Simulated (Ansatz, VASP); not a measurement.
**One calculation of B, two programs**

```
B
1.0
     1.91194    0.00000    0.00000
     0.00000    1.91194    0.00000
     0.00000    0.00000    1.91194
B
1
Direct
  0.00000 0.00000 0.00000
```

Alike in both runs: task single point; functional LDA; k mesh 19 × 19 × 19; occupations fermi-dirac, width 0.1 eV; no spin polarisation.

|  | VASP | Ansatz |
| --- | --- | --- |
| version | VASP 6.6.1 | Ansatz 0.2.0 |
| potentials or method | VASP PAW LDA potentials, release 64 (B) | plane waves (420 eV) with PAW, scalar-relativistic |
| plane-wave cutoff (eV) | 520 | 420 |
| valence electrons in the cell | 3 | 3 |

```csv
,VASP,Ansatz,Ansatz less VASP
pressure (GPa),-16.3,-16.6,-0.29
```

Ansatz warned: «pseudo_functional_mismatch».

Caveats: so large a pressure means that the cell lies far from this level's equilibrium, or that cutoff or potentials fall short (VASP).
